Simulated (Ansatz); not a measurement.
Input and command of a plane-wave DFT calculation in Ansatz:

```yaml
crystal:
  lattice:
    - [4.0348136561, 0.0, 0.0]
    - [0.0, 3.8379934777, 0.0]
    - [0.0, 0.0, 3.9364035669]
  atoms:
    - { symbol: Sr, position: [0.0, 0.0, 0.0] }
    - { symbol: Ti, position: [0.5, 0.5, 0.5] }
    - { symbol: O, position: [0.0, 0.5, 0.5] }
    - { symbol: O, position: [0.5, 0.0, 0.5] }
    - { symbol: O, position: [0.5, 0.5, 0.0] }
basis:
  ecutwfc: 420
kpoints:
  mp_grid: { grid: [8, 8, 8] }
hamiltonian:
  xc: pbe
scf:
  occupations: { method: gaussian, width: 0.05 }
output:
  forces: true
  stress: true
  eigenvalues: true
```

```bash
ansatz run input.yaml --threads 1 --pin off --max-ram 2560MiB --backend cpu --events-out ev --progress --plain --runs-dir out
```

Processor: Intel(R) Xeon(R) Platinum 8259CL CPU @ 2.50GHz (Skylake/Cascade Lake), 1 thread, on a host shared with other jobs.

Estimate time, memory and problem size.

About 11 s on 1 thread of Intel(R) Xeon(R) Platinum 8259CL CPU @ 2.50GHz (Skylake/Cascade Lake), on a shared host, peak memory 0.49 GiB. It solves 25 bands at 125 k points (the mesh reduced by the symmetry that the task leaves, which can be less than the crystal's) with about 1217 plane waves, in 6 SCF iterations.
